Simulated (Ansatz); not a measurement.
## A computed series for InCuS2: response to strain

Take InCuS2 in the chalcopyrite structure (space group I-42d, No. 122; a = 5.522 Å, c = 11.130 Å) as the base. Axes: x, y, z lie along a, b, c of the conventional cell.

Strains are applied to the cell and any free atomic positions relax; under stress the whole cell relaxes.

Computed with r2SCAN, PAW, 500 eV (Ansatz, a program for electronic structure; no spin-orbit coupling).

Candidates:
(a) tensor shear ε_yz = −3.24 %
(b) uniaxial stress, 5 GPa tension along z
(c) strain tensor (xx, yy, zz, yz, xz, xy) = (−0.03, −0.65, −0.86, +1.40, +0.00, +0.28) %
(d) isotropic strain −4.40 %

Base values:

```
Quantity   Result
--------  -------
Band gap  0.36 eV
```

Order them by band gap, lowest first.

(b) uniaxial stress, 5 GPa tension along z (0.16 eV), (a) tensor shear ε_yz = −3.24 % (0.26 eV), (c) strain tensor (xx, yy, zz, yz, xz, xy) = (−0.03, −0.65, −0.86, +1.40, +0.00, +0.28) % (0.37 eV), (d) isotropic strain −4.40 % (0.79 eV)

Beyond what the load breaks, stability against distortions was not tested. All final runs are without spin polarisation. The zero or small gap of InCuS2 under tensor shear ε_yz = −3.24 % and InCuS2 under uniaxial stress, 5 GPa tension along z can change with the level of theory.
